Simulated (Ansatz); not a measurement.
Write the native input for Ansatz 0.2.0 that does the following.

- Task: relaxation of cell and atoms
- Functional: PBEsol
- Potentials or basis: all-electron LAPW, scalar-relativistic
- Basis error allowed: 0.001 eV/atom
- k mesh: 10 × 10 × 9
- Occupations: fermi-dirac, width 0.05 eV
- Spin: no spin polarisation
- Target pressure: 5 GPa

Crystal: WC (Qusongite).

```
CELL_PARAMETERS angstrom
2.90650 0.00000 0.00000
-1.45325 2.51710 0.00000
0.00000 0.00000 2.83660
ATOMIC_POSITIONS crystal
W 0.00000 0.00000 0.00000
C 0.66667 0.33333 0.50000
```

One way to write it, as run:

input.yaml

```yaml
crystal:
  lattice:
    - [2.9065, 0.0, 0.0]
    - [-1.45325, 2.5171028361, 0.0]
    - [0.0, 0.0, 2.8366]
  atoms:
    - { symbol: W, position: [0.0, 0.0, 0.0] }
    - { symbol: C, position: [0.6666666667, 0.3333333333, 0.5] }
kpoints:
  mp_grid: { grid: [10, 10, 9] }
scf:
  occupations: { method: fermi_dirac, width: 0.05 }
hamiltonian:
  xc: pbesol
  pseudopotentials: { kind: all_electron, lapw: { basis_error: 0.001 } }
output:
  forces: true
  stress: true
relax:
  f_tol: 0.01
  max_steps: 60
  cell: { p_target: 5 }
```

Potentials or basis: all-electron LAPW, scalar-relativistic.

Command:

```console
$ ansatz run input.yaml --threads 1 --pin off --max-ram 3072MiB --backend cpu --events-out ev --progress --plain --runs-dir out
```

Results of the run:

```
Relaxed volume                                         : 10.17 Å³/atom
Relaxed cell                                           : a = 2.887 Å, b = 2.887 Å, c = 2.817 Å, α = 90.00°, β = 90.00°, γ = 120.00°
Space group after relaxing (to 0.05 Å)                 : P-6m2 (No. 187)
Energy change on relaxing (the enthalpy is what falls) : +0.9 meV/atom
Ionic steps                                            : 6
Pressure after relaxing                                : 5.0 GPa
```

Wall time 77 s on 1 thread of Arm Neoverse V2, with other jobs on the host, peak memory 0.35 GiB.
